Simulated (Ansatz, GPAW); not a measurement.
# benzoquinonedithiol between two Pd chains: relaxation, then transmission at several levels, part 3 of 4

How well does benzoquinonedithiol between two Pd chains conduct once its atoms have relaxed, and how much do cheaper levels lose?

GPAW 26.7.0 and Ansatz 0.2.0; Ansatz plane waves; relaxation of the junction with the lead ends held; PAW set soft_1 (the session's first sound run).

So far, transmission at the Fermi level (one spin): step 3 (plane waves, PBE) 0.393. Also conductance of the perfect lead (G₀): step 3 3.99.

## 4. GPAW, dzp

The script solves lead and junction separately, takes H and S in the orbital basis, and joins semi-infinite leads through their self-energies; the dzp basis is the working standard.

This step: GPAW LCAO, PAW setups; Landauer transmission from Green's functions with principal layers (ASE), zero bias (GPAW 26.7.0).

run.py

```python
import json
import numpy as np
from ase import Atoms
from ase.transport.calculators import TransportCalculator
from gpaw import GPAW, FermiDirac
from gpaw.lcao.tools import get_lcao_hamiltonian
from scipy.linalg import eigh

# The junction with lead layers at both ends, along the third cell vector
device = Atoms(
    ['Pd', 'Pd', 'Pd', 'Pd', 'Pd', 'Pd', 'Pd', 'Pd', 'S', 'H', 'C', 'C', 'C', 'O', 'O', 'C', 'C', 'C', 'H', 'S', 'Pd', 'Pd', 'Pd', 'Pd', 'Pd', 'Pd', 'Pd', 'Pd'],
    positions=[
        [5.91550, 4.50000, 1.25000],
        [5.91550, 4.50000, 3.75000],
        [5.91550, 4.50000, 6.25000],
        [5.91550, 4.50000, 8.75000],
        [5.91550, 4.50000, 11.25000],
        [5.91550, 4.50000, 13.75000],
        [5.65350, 4.49625, 16.28554],
        [6.52954, 4.50953, 18.76742],
        [4.98344, 4.49740, 20.36895],
        [7.73964, 4.51299, 21.70880],
        [5.60553, 4.50018, 21.99575],
        [6.90965, 4.50783, 22.41752],
        [4.51586, 4.49120, 23.05649],
        [3.32567, 4.48168, 22.74494],
        [8.50517, 4.51489, 24.14164],
        [7.31487, 4.50884, 23.82885],
        [4.92160, 4.49585, 24.46831],
        [6.22558, 4.50469, 24.88924],
        [4.09117, 4.49065, 25.17656],
        [6.84894, 4.50999, 26.51638],
        [5.30456, 4.51054, 28.11970],
        [6.17839, 4.49346, 30.60199],
        [5.91550, 4.50000, 33.13731],
        [5.91550, 4.50000, 35.63731],
        [5.91550, 4.50000, 38.13731],
        [5.91550, 4.50000, 40.63731],
        [5.91550, 4.50000, 43.13731],
        [5.91550, 4.50000, 45.63731]],
    cell=[[11.831, 0.0, 0.0], [0.0, 9.0, 0.0], [0.0, 0.0, 46.88731]],
    pbc=True)

# One principal layer of the lead: the first 5 atoms of the device
lead = Atoms(
    ['Pd', 'Pd', 'Pd', 'Pd', 'Pd'],
    positions=[
        [5.91550, 4.50000, 1.25000],
        [5.91550, 4.50000, 3.75000],
        [5.91550, 4.50000, 6.25000],
        [5.91550, 4.50000, 8.75000],
        [5.91550, 4.50000, 11.25000]],
    cell=[[11.831, 0.0, 0.0], [0.0, 9.0, 0.0], [0.0, 0.0, 12.5]],
    pbc=True)

settings = dict(mode='lcao', basis='dzp', xc='PBE', h=0.18,
                occupations=FermiDirac(0.1), maxiter=250,
                mixer=dict(beta=0.1, nmaxold=8, weight=100.0),
                convergence=dict(density=0.0001))
energies = np.arange(-2, 2 + 1e-9, 0.025)
eta = 0.0001
n1, n2 = 1, 1
# k and -k transmit alike, so half of the mesh across the current serves
mesh = [(i, j) for i in range(n1) for j in range(n2) if (i, j) <= (-i % n1, -j % n2)]
weights = np.array([1 if (i, j) == (-i % n1, -j % n2) else 2 for i, j in mesh]) / (n1 * n2)

# [... helper functions left out ...]
fermi_lead = ground_state(lead, (1, 1, 9), 'lead.txt')
fermi_device = ground_state(device, (1, 1, 2), 'device.txt')
# [... loop over the mesh left out, but for ...]
        # Shift the lead onto the potential of the device's first layer
        shift = ((H[:, 0, 0] - H0[:, 0, 0]) / S0[0, 0]).real.mean()
# [...]
kT = 8.617333e-5 * 300
bias = [0.1, 0.2, 0.5, 1.0, 1.5, 2.0]
# [... integrals and printing left out ...]
```

The run is started by

```sh
> OMP_NUM_THREADS=1 OPENBLAS_NUM_THREADS=1 python run.py
```

Numbers of over 12 decimals in the logs are rounded to 6 here.

The program printed:

```text
basis functions: device 572, principal layer 135
Fermi level: lead -4.2689 eV, device -4.2528 eV; lead shifted by -0.0028 eV
largest coupling past the next layer 1.07e-04 eV, largest misfit of the first layer 0.042 eV
  E-E_F (eV)   T (one spin)  [channel counts left out]
    -2.000    7.1521e-03
    -1.975    8.7129e-03
    -1.950    1.2124e-02
    -1.925    2.2546e-02
    -1.900    6.6081e-02
    -1.875    3.1361e-01
    -1.850    9.7949e-01
    -1.825    8.4817e-01
    -1.800    7.8170e-01
    -1.775    8.9653e-01
    -1.750    1.0153e+00
    -1.725    8.6115e-01
    -1.700    5.6926e-01
    -1.675    3.6856e-01
    -1.650    2.5932e-01
    -1.625    2.0095e-01
[...]
1.825    6.3655e-05
     1.850    8.6653e-05
     1.875    1.1395e-04
     1.900    1.4587e-04
     1.925    1.8276e-04
     1.950    2.2501e-04
     1.975    2.7301e-04
     2.000    3.2717e-04
conductance at 300 K: 0.40048 G0 a cell; thermopower 94.43 uV/K
current from the zero-bias T(E) at 0.1 V: 3.0546 uA
current from the zero-bias T(E) at 0.2 V: 5.6336 uA
current from the zero-bias T(E) at 0.5 V: 13.709 uA
current from the zero-bias T(E) at 1.0 V: 26.612 uA
current from the zero-bias T(E) at 1.5 V: 33.626 uA
current from the zero-bias T(E) at 2.0 V: 35.875 uA
```

The job ended after 11 min (1 thread of Arm Neoverse V1, shared host; peak memory 3.1 GiB).

This step gave:

* conductance: 0.4005 G₀
* largest coupling past the next principal layer: 1.07e-4 eV
* largest misfit of the first principal layer: 0.04235 eV
* shift that aligns the lead: -0.002768 eV
* basis functions of the junction: 572
* basis functions of a principal layer: 135
* transmission at the Fermi level (one spin): 0.3262

One spin. The transmission, zone mean by energy, zero at the Fermi level:

energy (eV), log10 transmission, zone mean and a bar from the least value:
```
   -2.000       -2.1 ##################
   -1.900       -1.2 #######################
   -1.850        0.0 #############################
   -1.800       -0.1 ############################
   -1.750        0.0 #############################
   -1.700       -0.2 ############################
   -1.600       -0.8 #########################
   -1.500       -0.8 ########################
   -1.400       -0.7 #########################
   -1.300       -0.6 ##########################
   -1.200       -0.5 ##########################
   -1.100       -0.7 #########################
   -1.000       -1.0 ########################
   -0.900       -1.6 ####################
   -0.800       -1.1 #######################
   -0.700       -0.8 #########################
   -0.650        0.0 #############################
   -0.600       -0.4 ##########################
   -0.500       -0.2 ############################
   -0.400       -0.7 #########################
   -0.300        0.2 ##############################
   -0.200       -0.2 ############################
   -0.100       -0.4 ###########################
   -0.050        0.0 #############################
    0.000       -0.5 ##########################
    0.100       -1.7 ####################
    0.200       -2.2 #################
    0.300       -2.4 ################
    0.400       -2.6 ###############
    0.500       -2.7 ###############
    0.600       -2.8 ##############
    0.700       -2.9 ##############
    0.800       -3.0 #############
    0.900       -3.1 #############
    1.000       -3.2 ############
    1.100       -3.3 ###########
    1.200       -3.5 ##########
    1.300       -3.7 #########
    1.400       -4.0 ########
    1.500       -4.3 ######
    1.600       -5.2 ##
    1.700       -5.5 
    1.800       -4.4 ######
    1.900       -3.8 #########
    2.000       -3.5 ###########
```

Not self-consistent under bias; the bias window is split evenly. The current through one cell, from the zero-bias transmission by bias:

| bias (V) | current through one cell, from the zero-bias transmission (μA) |
| --- | --- |
| 0.100 | 3.05 |
| 0.200 | 5.63 |
| 0.500 | 13.7 |
| 1.000 | 26.6 |
| 1.500 | 33.6 |
| 2.000 | 35.9 |

The transmission of the three most open eigenchannels by energy, zero at the Fermi level:

| energy (eV) | channel 1 | channel 2 | channel 3 |
| --- | --- | --- | --- |
| -2.000 | 0.00680 | 2.8e-4 | 7.7e-5 |
| -1.900 | 0.0552 | 0.0108 | 1.1e-4 |
| -1.800 | 0.764 | 0.0174 | 1.5e-4 |
| -1.700 | 0.540 | 0.0289 | 2.1e-4 |
| -1.600 | 0.119 | 0.0501 | 2.7e-4 |
| -1.500 | 0.0905 | 0.0565 | 3.5e-4 |
| -1.400 | 0.160 | 0.0319 | 4.2e-4 |
| -1.300 | 0.245 | 0.0158 | 4.9e-4 |
| -1.200 | 0.280 | 0.00644 | 5.2e-4 |
| -1.100 | 0.218 | 0.00234 | 4.8e-4 |
| -1.000 | 0.108 | 8.9e-4 | 2.8e-4 |
| -0.900 | 0.0219 | 0.00160 | 7.3e-4 |
| -0.800 | 0.0714 | 0.00684 | 0.00146 |
| -0.700 | 0.129 | 0.0208 | 0.00745 |
| -0.600 | 0.264 | 0.0816 | 0.0118 |
| -0.500 | 0.533 | 0.0343 | 0.0131 |
| -0.400 | 0.109 | 0.0967 | 0.00380 |
| -0.300 | 0.955 | 0.707 | 0.00837 |
| -0.200 | 0.312 | 0.295 | 0.0162 |
| -0.100 | 0.399 | 0.0224 | 0.0210 |
| 0.000 | 0.304 | 0.0195 | 0.00304 |
| 0.100 | 0.0146 | 0.00378 | 2.7e-4 |
| 0.200 | 0.00587 | 3.1e-11 | 0 |
| 0.300 | 0.00377 | 3.1e-11 | 0 |
| 0.400 | 0.00275 | 3.1e-11 | 0 |
| 0.500 | 0.00212 | 3.1e-11 | 0 |
| 0.600 | 0.00167 | 3.0e-11 | 0 |
| 0.700 | 0.00132 | 3.0e-11 | 0 |
| 0.800 | 0.00104 | 3.0e-11 | 0 |
| 0.900 | 8.1e-4 | 3.0e-11 | 0 |
| 1.000 | 6.1e-4 | 3.0e-11 | 0 |
| 1.100 | 4.5e-4 | 3.0e-11 | 0 |
| 1.200 | 3.1e-4 | 3.0e-11 | 0 |
| 1.300 | 2.0e-4 | 3.1e-11 | 0 |
| 1.400 | 1.1e-4 | 3.3e-11 | 0 |
| 1.500 | 4.5e-5 | 4.1e-11 | 0 |
| 1.600 | 6.9e-6 | 8.8e-11 | 0 |
| 1.700 | 3.3e-6 | 1.3e-11 | 0 |
| 1.800 | 4.5e-5 | 3.6e-12 | 0 |
| 1.900 | 1.5e-4 | 6.6e-12 | 0 |
| 2.000 | 3.3e-4 | 7.3e-12 | 0 |

At the Fermi level T is 0.326 against 0.393 in plane waves. Couplings past the next layer reach 1.1e-4 eV, small enough to drop; the matrix elements of the cell's first layer differ from the bulk lead's by up to 0.042 eV. That layer keeps its own values in the calculation, and only beyond it is the lead taken as perfect. The Fermi levels of lead and junction count from different zeros of potential, one for each periodic cell; with both set to zero, the small remaining shift is what aligns them. By hand: G = 0.4005 × 77.48 μS = 31.0 μS, a resistance of 32.2 kΩ; at 0.1 V a linear junction would pass 3.10 μA, and the integral over the bias window gives 3.05 μA.

## 5. GPAW, szp: basis = "szp(dzp)"

The second zeta is dropped, the polarisation orbitals stay.

Edit run.py of step 4 so:

```diff
@@ -55,3 +55,3 @@
 
-settings = dict(mode='lcao', basis='dzp', xc='PBE', h=0.18,
+settings = dict(mode='lcao', basis='szp(dzp)', xc='PBE', h=0.18,
                 occupations=FermiDirac(0.1), maxiter=250,
```

The program printed:

```text
basis functions: device 338, principal layer 75
Fermi level: lead -4.4302 eV, device -4.5380 eV; lead shifted by 0.0010 eV
largest coupling past the next layer 1.09e-04 eV, largest misfit of the first layer 0.060 eV
  E-E_F (eV)   T (one spin)  [channel counts left out]
    -2.000    1.0429e-02
    -1.975    1.1805e-02
    -1.950    1.6055e-02
[...]
1.975    5.1982e-05
     2.000    6.8734e-05
conductance at 300 K: 0.22118 G0 a cell; thermopower 155.2 uV/K
current from the zero-bias T(E) at 0.1 V: 1.9183 uA
current from the zero-bias T(E) at 0.2 V: 4.3248 uA
current from the zero-bias T(E) at 0.5 V: 12.262 uA
current from the zero-bias T(E) at 1.0 V: 22.006 uA
current from the zero-bias T(E) at 1.5 V: 27.203 uA
current from the zero-bias T(E) at 2.0 V: 27.881 uA
```

The job ended after 7.2 min (1 thread; peak memory 2.9 GiB).

Numbers from this step:

```yaml
conductance: 0.2212 G₀
largest_coupling_past_the_next_principal_layer: 1.09e-4 eV
largest_misfit_of_the_first_principal_layer: 0.05996 eV
shift_that_aligns_the_lead: 9.77e-4 eV
basis_functions_of_the_junction: 338
basis_functions_of_a_principal_layer: 75
transmission_at_the_fermi_level_one_spin: 0.08243
```

The conductance, 0.221 G₀, lies 45 % below that of the dzp run.

## 6. Minimal basis

One function for each valence shell of the setup, as for a first survey of a large system.

Edit run.py of step 5 so:

```diff
@@ -55,3 +55,3 @@
 
-settings = dict(mode='lcao', basis='szp(dzp)', xc='PBE', h=0.18,
+settings = dict(mode='lcao', basis='sz(dzp)', xc='PBE', h=0.18,
                 occupations=FermiDirac(0.1), maxiter=250,
```

The program printed:

```text
basis functions: device 234, principal layer 60
Fermi level: lead -4.4501 eV, device -4.6098 eV; lead shifted by 0.0008 eV
largest coupling past the next layer 1.08e-04 eV, largest misfit of the first layer 0.035 eV
  E-E_F (eV)   T (one spin)  channels
    -2.000    7.6940e-03    3.0000
    -1.975    1.8348e-02    3.0000
    -1.950    9.4971e-02    3.0000
[...]
1.975    3.4364e-04    1.0000
     2.000    3.8285e-04    1.0000
conductance at 300 K: 0.094902 G0 a cell; thermopower 212.8 uV/K
current from the zero-bias T(E) at 0.1 V: 0.93988 uA
current from the zero-bias T(E) at 0.2 V: 2.9835 uA
current from the zero-bias T(E) at 0.5 V: 13.566 uA
current from the zero-bias T(E) at 1.0 V: 21.966 uA
current from the zero-bias T(E) at 1.5 V: 24.938 uA
current from the zero-bias T(E) at 2.0 V: 25.637 uA
```

The job ended after 5.5 min (1 thread; peak memory 2.8 GiB).

This step gave:

```
conductance                                    : 0.09490 G₀
largest coupling past the next principal layer : 1.08e-4 eV
largest misfit of the first principal layer    : 0.03531 eV
shift that aligns the lead                     : 8.47e-4 eV
basis functions of the junction                : 234
basis functions of a principal layer           : 60
transmission at the Fermi level (one spin)     : 0.03318
```

One spin. The transmission, zone mean by energy, zero at the Fermi level:

| energy (eV) | transmission, zone mean |
| --- | --- |
| -2.000 | 0.00769 |
| -1.900 | 0.976 |
| -1.800 | 0.147 |
| -1.600 | 0.0516 |
| -1.400 | 0.100 |
| -1.200 | 0.156 |
| -1.000 | 0.0316 |
| -0.800 | 0.00889 |
| -0.725 | 0.987 |
| -0.600 | 0.229 |
| -0.575 | 0.326 |
| -0.400 | 0.116 |
| -0.275 | 1.26 |
| -0.200 | 0.941 |
| -0.100 | 1.08 |
| 0.000 | 0.0332 |
| 0.200 | 0.00224 |
| 0.400 | 9.7e-4 |
| 0.600 | 5.6e-4 |
| 0.800 | 3.3e-4 |
| 1.000 | 1.6e-4 |
| 1.200 | 5.0e-5 |
| 1.400 | 1.6e-6 |
| 1.600 | 2.4e-5 |
| 1.800 | 1.4e-4 |
| 2.000 | 3.8e-4 |

The conductance, 0.0949 G₀, lies 76 % below that of the dzp run.

## 7. RPBE in the dzp basis: xc = "RPBE"

Back in the dzp basis, the functional changes from PBE to RPBE, to set the spread between functionals beside that between bases.

Edit run.py of step 6 so:

```diff
@@ -55,3 +55,3 @@
 
-settings = dict(mode='lcao', basis='sz(dzp)', xc='PBE', h=0.18,
+settings = dict(mode='lcao', basis='dzp', xc='RPBE', h=0.18,
                 occupations=FermiDirac(0.1), maxiter=250,
```

The program printed:

```text
basis functions: device 572, principal layer 135
Fermi level: lead -4.1150 eV, device -4.1076 eV; lead shifted by -0.0020 eV
largest coupling past the next layer 1.02e-04 eV, largest misfit of the first layer 0.047 eV
  E-E_F (eV)   T (one spin)  [channel counts left out]
    -2.000    7.2738e-03
    -1.975    8.6500e-03
    -1.950    1.1417e-02
[...]
1.975    3.1109e-04
     2.000    3.7021e-04
conductance at 300 K: 0.37279 G0 a cell; thermopower 102.6 uV/K
current from the zero-bias T(E) at 0.1 V: 2.8958 uA
current from the zero-bias T(E) at 0.2 V: 5.4815 uA
current from the zero-bias T(E) at 0.5 V: 13.296 uA
current from the zero-bias T(E) at 1.0 V: 26.07 uA
current from the zero-bias T(E) at 1.5 V: 33.164 uA
current from the zero-bias T(E) at 2.0 V: 35.255 uA
```

The job ended after 12 min (1 thread; peak memory 3.1 GiB).

Numbers from this step:

```yaml
conductance: 0.3728 G₀
largest_coupling_past_the_next_principal_layer: 1.02e-4 eV
largest_misfit_of_the_first_principal_layer: 0.04719 eV
shift_that_aligns_the_lead: -0.001985 eV
basis_functions_of_the_junction: 572
basis_functions_of_a_principal_layer: 135
transmission_at_the_fermi_level_one_spin: 0.2704
```

The conductance, 0.373 G₀, lies 6.9 % below that of the dzp run.

## 8. Without the relaxation: geometry = "as built"

The dzp basis with PBE on the structure as first built shows what the relaxation was worth.

Edit run.py of step 7 so:

```diff
@@ -18,18 +18,18 @@
         [5.91550, 4.50000, 13.75000],
-        [5.65350, 4.49625, 16.28554],
-        [6.52954, 4.50953, 18.76742],
-        [4.98344, 4.49740, 20.36895],
-        [7.73964, 4.51299, 21.70880],
-        [5.60553, 4.50018, 21.99575],
-        [6.90965, 4.50783, 22.41752],
-        [4.51586, 4.49120, 23.05649],
-        [3.32567, 4.48168, 22.74494],
-        [8.50517, 4.51489, 24.14164],
-        [7.31487, 4.50884, 23.82885],
-        [4.92160, 4.49585, 24.46831],
-        [6.22558, 4.50469, 24.88924],
-        [4.09117, 4.49065, 25.17656],
-        [6.84894, 4.50999, 26.51638],
-        [5.30456, 4.51054, 28.11970],
-        [6.17839, 4.49346, 30.60199],
+        [5.91550, 4.50000, 16.25000],
+        [5.91550, 4.50000, 18.75000],
+        [4.45500, 4.49999, 20.62918],
+        [7.26772, 4.49999, 21.33231],
+        [5.29726, 4.49999, 22.14342],
+        [6.63184, 4.49999, 22.21054],
+        [4.47539, 4.49999, 23.38902],
+        [3.25000, 4.49999, 23.40099],
+        [8.58100, 4.49999, 23.48632],
+        [7.35562, 4.49999, 23.49828],
+        [5.19917, 4.49999, 24.67677],
+        [6.53375, 4.50000, 24.74389],
+        [4.56328, 4.50000, 25.55500],
+        [7.37601, 4.50000, 26.25813],
+        [5.91550, 4.50000, 28.13731],
+        [5.91550, 4.50000, 30.63731],
         [5.91550, 4.50000, 33.13731],
@@ -55,3 +55,3 @@
 
-settings = dict(mode='lcao', basis='dzp', xc='RPBE', h=0.18,
+settings = dict(mode='lcao', basis='dzp', xc='PBE', h=0.18,
                 occupations=FermiDirac(0.1), maxiter=250,
```

The program printed:

```text
basis functions: device 572, principal layer 135
Fermi level: lead -4.2689 eV, device -4.2860 eV; lead shifted by -0.0012 eV
largest coupling past the next layer 1.07e-04 eV, largest misfit of the first layer 0.036 eV
  E-E_F (eV)   T (one spin)  channels
    -2.000    1.0856e-02    3.0000
    -1.975    1.2182e-02    3.0000
    -1.950    1.3734e-02    3.0000
[...]
1.975    7.6981e-04    1.0000
     2.000    7.9546e-04    1.0000
conductance at 300 K: 0.71538 G0 a cell; thermopower 42.45 uV/K
current from the zero-bias T(E) at 0.1 V: 5.4699 uA
current from the zero-bias T(E) at 0.2 V: 10.577 uA
current from the zero-bias T(E) at 0.5 V: 24.187 uA
current from the zero-bias T(E) at 1.0 V: 43.277 uA
current from the zero-bias T(E) at 1.5 V: 55.561 uA
current from the zero-bias T(E) at 2.0 V: 66.112 uA
```

Run time: 8.3 min. Hardware: 1 thread; peak memory 3.1 GiB.

Numbers from this step:

| Property | Result |
| --- | --- |
| conductance | 0.7154 G₀ |
| largest coupling past the next principal layer | 1.07e-4 eV |
| largest misfit of the first principal layer | 0.03630 eV |
| shift that aligns the lead | -0.001172 eV |
| transmission at the Fermi level (one spin) | 0.7478 |

The conductance, 0.715 G₀, lies 79 % above that of the dzp run.

## 9. Cost and result by level

Times are wall times on the hardware named with each run. Results by setting:

| no. | run | conductance (G₀) | time | memory (GiB) |
| --- | --- | --- | --- | --- |
| 1 | pw PBE | 0.4499 | 1.7 h | 6.6 |
| 2 | dzp | 0.4005 | 11 min | 3.1 |
| 3 | szp | 0.2212 | 7.2 min | 2.9 |
| 4 | sz | 0.09490 | 5.5 min | 2.8 |
| 5 | dzp RPBE | 0.3728 | 12 min | 3.1 |
| 6 | asbuilt | 0.7154 | 8.3 min | 3.1 |

[end of part 3 of 4]

[Logs are printed without paths, hosts, clocks, repeated set-up lines and the standing remarks that a program may print on its own settings, such as how far it seeks lower states.]

[Hosts, paths, dates, database ids (printed as entryN), source tags and the programs' standing remarks are cut or masked in the printed files.]
